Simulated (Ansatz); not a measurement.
# AlNi in Ansatz: the effect of functional

The system is AlNi.

```xyz
2
Lattice="2.2852 -1.3853 0.0000 2.2852 1.3853 0.0000 -1.3473 0.0000 3.8548" Properties=species:S:1:pos:R:3 pbc="T T T"
Ni    1.6116    0.0000    1.9274
Al    0.0000    0.0000    0.0000
```

The cell comes from a database or a generator and needn't be the stable form of this composition.

The cell isn't the ideal one: volume scaled by 0.98.

Alike in all runs:

* Program: Ansatz 0.2.0
* Task: single point
* Potentials or basis: Ansatz PAW
* k mesh: 11 × 11 × 7
* Occupations: fermi-dirac, width 0.05 eV
* Spin: collinear spin, ferromagnetic start
* Starting moments: [1.0, 0.0] μB

Task: One run gave: pressure -5.1 GPa. Which functional did it use?
A. r2SCAN
B. PBEsol
C. LDA

Result: C.

```csv
functional,cutoff,pressure (GPa)
LDA,420 eV (not typed: the program's choice for these potentials),-5.1
PBEsol,420 eV (not typed: the program's choice for these potentials),-0.1
r2SCAN,500 eV (not typed: the program's choice for these potentials),0.2
```

Caveats: the PAW data sets come from PBE, with cores solved anew for the run's functional, which leaves a small shift of forces and pressure; the starting moments weren't kept; the magnetic or orbital state may not be the lowest (some runs).

Runs at the PBE level aren't shown here.
